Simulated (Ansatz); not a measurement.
# Hf2Si: properties at the relaxed cell

Aim: for Hf2Si, measure the bulk modulus from energies at several volumes.

Method: DFT PBEsol, scalar-relativistic, plane waves, PAW, in Ansatz 0.2.0.

1 further run of the same task is left out (set aside as unsound or not needed).

### Step 1. The starting structure

Symmetry: I4/mcm, No. 140, tetragonal system. Conventional cell: a = 6.511 Å, b = 6.511 Å, c = 5.143 Å, α = 90.00°, β = 90.00°, γ = 90.00°. Hf (site symmetry m2m) has 4 Si at 2.77 Å and 3 Hf at 2.89 to 3.09 Å as nearest neighbours. Si (site symmetry 422) is surrounded by 2 Si at 2.57 Å and 8 Hf at 2.77 Å.

Coordinates:

```xyz
6
Lattice="-3.2553 3.2553 2.5716 3.2553 -3.2553 2.5716 3.2553 3.2553 -2.5716" Properties=species:S:1:pos:R:3 pbc="T T T"
Hf    1.0205    2.2348    2.5716
Hf    2.2348   -1.0205    2.5716
Hf    2.2348    1.0205    0.0000
Hf    1.0205    4.2759    0.0000
Si    0.0000    0.0000    3.8574
Si    0.0000    0.0000    1.2858
```

It goes back to an entry of the Materials Project, which need not be the stable form.

It is the result of an earlier relaxation at this level (volume 18.17 Å³/atom; gap on the mesh: none (metal)).

### Step 2. Point at V/V0 = 0.97

File input.yaml:

```yaml
crystal:
  lattice:
    - [-3.22244161, 3.22244161, 2.5456300221]
    - [3.22244161, -3.22244161, 2.5456300221]
    - [3.22244161, 3.22244161, -2.5456300221]
  atoms:
    - { symbol: Hf, position: [0.8432528485, 0.6567471515, 0.5] }
    - { symbol: Hf, position: [0.3432528485, 0.8432528485, 0.186505697] }
    - { symbol: Hf, position: [0.1567471515, 0.3432528485, 0.5] }
    - { symbol: Hf, position: [0.6567471515, 0.1567471515, 0.813494303] }
    - { symbol: Si, position: [0.75, 0.75, 0.0] }
    - { symbol: Si, position: [0.25, 0.25, 0.0] }
basis:
  ecutwfc: 420
kpoints:
  mp_grid: { grid: [10, 10, 10] }
hamiltonian:
  xc: pbesol
scf:
  occupations: { method: gaussian, width: 0.1 }
output:
  forces: true
  stress: true
  eigenvalues: true
relax:
  adjacent_minimum: "off"
  f_tol: 0.01
  max_steps: 30
  cell: { stress_tol: 0.1, fix: [volume] }
```

Run with:

```
$ ansatz run input.yaml --threads 1 --pin off --max-ram 2560MiB --backend cpu --events-out ev --progress --plain --runs-dir out
```

### Step 3. The cell scaled to 1.03 of its volume

Edit input.yaml of step 2 so:

```diff
@@ -2,5 +2,5 @@
   lattice:
-    - [-3.22244161, 3.22244161, 2.5456300221]
-    - [3.22244161, -3.22244161, 2.5456300221]
-    - [3.22244161, 3.22244161, -2.5456300221]
+    - [-3.2875589847, 3.2875589847, 2.5970707505]
+    - [3.2875589847, -3.2875589847, 2.5970707505]
+    - [3.2875589847, 3.2875589847, -2.5970707505]
   atoms:
```

### Step 4. The cell scaled to 0.94 of its volume

File input.yaml:

```yaml
crystal:
  lattice:
    - [-3.1878207138, 3.1878207138, 2.5207730123]
    - [3.1878207138, -3.1878207138, 2.5207730123]
    - [3.1878207138, 3.1878207138, -2.5207730123]
  atoms:
    - { symbol: Hf, position: [0.8433656659, 0.6566343341, 0.5] }
    - { symbol: Hf, position: [0.3433656659, 0.8433656659, 0.1867313317] }
    - { symbol: Hf, position: [0.1566343341, 0.3433656659, 0.5] }
    - { symbol: Hf, position: [0.6566343341, 0.1566343341, 0.8132686683] }
    - { symbol: Si, position: [0.75, 0.75, 0.0] }
    - { symbol: Si, position: [0.25, 0.25, 0.0] }
basis:
  ecutwfc: 420
kpoints:
  mp_grid: { grid: [10, 10, 10] }
hamiltonian:
  xc: pbesol
scf:
  occupations: { method: gaussian, width: 0.1 }
output:
  forces: true
  stress: true
  eigenvalues: true
relax:
  adjacent_minimum: "off"
  f_tol: 0.01
  max_steps: 30
  cell: { stress_tol: 0.1, fix: [volume] }
```

### Step 5. The cell scaled to 1.06 of its volume

File input.yaml:

```yaml
crystal:
  lattice:
    - [-3.3198754665, 3.3198754665, 2.6209331434]
    - [3.3198754665, -3.3198754665, 2.6209331434]
    - [3.3198754665, 3.3198754665, -2.6209331434]
  atoms:
    - { symbol: Hf, position: [0.8431604606, 0.6568395394, 0.5] }
    - { symbol: Hf, position: [0.3431604606, 0.8431604606, 0.1863209211] }
    - { symbol: Hf, position: [0.1568395394, 0.3431604606, 0.5] }
    - { symbol: Hf, position: [0.6568395394, 0.1568395394, 0.8136790789] }
    - { symbol: Si, position: [0.75, 0.75, 0.0] }
    - { symbol: Si, position: [0.25, 0.25, 0.0] }
basis:
  ecutwfc: 420
kpoints:
  mp_grid: { grid: [10, 10, 10] }
hamiltonian:
  xc: pbesol
scf:
  occupations: { method: gaussian, width: 0.1 }
output:
  forces: true
  stress: true
  eigenvalues: true
relax:
  adjacent_minimum: "off"
  f_tol: 0.01
  max_steps: 30
  cell: { stress_tol: 0.1, fix: [volume] }
```

### Step 6. Volume × 0.91

File input.yaml:

```yaml
crystal:
  lattice:
    - [-3.1525461733, 3.1525461733, 2.4952389647]
    - [3.1525461733, -3.1525461733, 2.4952389647]
    - [3.1525461733, 3.1525461733, -2.4952389647]
  atoms:
    - { symbol: Hf, position: [0.8435320393, 0.6564679607, 0.5] }
    - { symbol: Hf, position: [0.3435320393, 0.8435320393, 0.1870640786] }
    - { symbol: Hf, position: [0.1564679607, 0.3435320393, 0.5] }
    - { symbol: Hf, position: [0.6564679607, 0.1564679607, 0.8129359214] }
    - { symbol: Si, position: [0.75, 0.75, 0.0] }
    - { symbol: Si, position: [0.25, 0.25, 0.0] }
basis:
  ecutwfc: 420
kpoints:
  mp_grid: { grid: [10, 10, 10] }
hamiltonian:
  xc: pbesol
scf:
  occupations: { method: gaussian, width: 0.1 }
output:
  forces: true
  stress: true
  eigenvalues: true
relax:
  adjacent_minimum: "off"
  f_tol: 0.01
  max_steps: 30
  cell: { stress_tol: 0.1, fix: [volume] }
```

### Step 7. Volume × 1.10

File input.yaml:

```yaml
crystal:
  lattice:
    - [-3.3611203729, 3.3611203729, 2.6534946485]
    - [3.3611203729, -3.3611203729, 2.6534946485]
    - [3.3611203729, 3.3611203729, -2.6534946485]
  atoms:
    - { symbol: Hf, position: [0.8431604606, 0.6568395394, 0.5] }
    - { symbol: Hf, position: [0.3431604606, 0.8431604606, 0.1863209212] }
    - { symbol: Hf, position: [0.1568395394, 0.3431604606, 0.5] }
    - { symbol: Hf, position: [0.6568395394, 0.1568395394, 0.8136790789] }
    - { symbol: Si, position: [0.75, 0.75, 0.0] }
    - { symbol: Si, position: [0.25, 0.25, 0.0] }
basis:
  ecutwfc: 420
kpoints:
  mp_grid: { grid: [10, 10, 10] }
hamiltonian:
  xc: pbesol
scf:
  occupations: { method: gaussian, width: 0.1 }
output:
  forces: true
  stress: true
  eigenvalues: true
relax:
  adjacent_minimum: "off"
  f_tol: 0.01
  max_steps: 30
  cell: { stress_tol: 0.1, fix: [volume] }
```

### Step 8. Volume × 0.88

File input.yaml:

```yaml
crystal:
  lattice:
    - [-3.1161091112, 3.1161091112, 2.4697387923]
    - [3.1161091112, -3.1161091112, 2.4697387923]
    - [3.1161091112, 3.1161091112, -2.4697387923]
  atoms:
    - { symbol: Hf, position: [0.843739136, 0.656260864, 0.5] }
    - { symbol: Hf, position: [0.343739136, 0.843739136, 0.1874782719] }
    - { symbol: Hf, position: [0.156260864, 0.343739136, 0.5] }
    - { symbol: Hf, position: [0.656260864, 0.156260864, 0.8125217281] }
    - { symbol: Si, position: [0.75, 0.75, 0.0] }
    - { symbol: Si, position: [0.25, 0.25, 0.0] }
basis:
  ecutwfc: 420
kpoints:
  mp_grid: { grid: [10, 10, 10] }
hamiltonian:
  xc: pbesol
scf:
  occupations: { method: gaussian, width: 0.1 }
output:
  forces: true
  stress: true
  eigenvalues: true
relax:
  adjacent_minimum: "off"
  f_tol: 0.01
  max_steps: 30
  cell: { stress_tol: 0.1, fix: [volume] }
```

(Steps that only read results are left out.)

What does the calculation give? Wanted: equilibrium volume of the fit; bulk modulus.

**Answer**, as computed:

| quantity | value |
| --- | --- |
| equilibrium volume of the fit | 18.17 Å³/atom |
| bulk modulus | 148 GPa |
| its pressure derivative | 3.7 |

What this shows: The fit puts the minimum at 18.17 Å³/atom with B = 148 GPa and B' = 3.7. The runs treat Hf without spin-orbit coupling.
